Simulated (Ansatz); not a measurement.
## From the elastic tensor of CdO to moduli and sound speeds

Level of theory: DFT PBE, scalar-relativistic, plane waves, PAW (Ansatz). Cutoff 420 eV, 20×20×20 k-points (Γ-centred), Fermi-Dirac smearing of 0.15 eV. No spin polarisation.

Space group Fm-3m (No. 225), cubic, a = 4.769 Å. Around Cd lie 6 O at 2.38 Å; around O lie 6 Cd at 2.38 Å.

The cell has the rock salt type, in a space group that the Crystallography Open Database lists for this formula; it was reached from a generator's guess. In a metal, frequencies and elastic constants depend on the k mesh and the smearing, soft modes and shear constants most. A semilocal functional can close a gap that the real compound has.

Relaxed-ion constants (GPa, on the Cartesian axes of the calculation):
```
178.9  98.9  98.9   0.0   0.0   0.0
 98.9 178.9  98.9   0.0   0.0   0.0
 98.9  98.9 178.9   0.0   0.0   0.0
  0.0   0.0   0.0  47.1   0.0   0.0
  0.0   0.0   0.0   0.0  47.1   0.0
  0.0   0.0   0.0   0.0   0.0  47.1
```

Density 7.866 g/cm³; 2 atoms in 27.11 Å³.

With S = C⁻¹: B_V = (C11+C22+C33+2(C12+C13+C23))/9, G_V = (C11+C22+C33−C12−C13−C23+3(C44+C55+C66))/15, 1/B_R = S11+S22+S33+2(S12+S13+S23), 15/G_R = 4(S11+S22+S33−S12−S13−S23)+3(S44+S55+S66); Hill is their mean. Then v_l = √((B+4G/3)/ρ), v_t = √(G/ρ), v_m = [(2/v_t³+1/v_l³)/3]^(−1/3) and Θ = (ħ/k_B)·v_m·(6π²n/V)^(1/3) for n atoms in the volume V; E = 9BG/(3B+G), ν = (3B−2G)/(2(3B+G)) and A^U = 5G_V/G_R + B_V/B_R − 6.

- Bulk modulus, Voigt / Reuss / Hill: 125.6 / 125.6 / 125.6 GPa
- Shear modulus, Voigt / Reuss / Hill: 44.3 / 44.0 / 44.1 GPa
- Young's modulus: 118 GPa
- Poisson ratio: 0.343
- Pugh ratio B/G: 2.85 (over 1.75, the rule of thumb for ductile)
- Universal anisotropy index: 0.03
- Longitudinal and transverse sound speeds: 4842 and 2368 m/s
- Debye temperature from the mean sound speed: 332 K
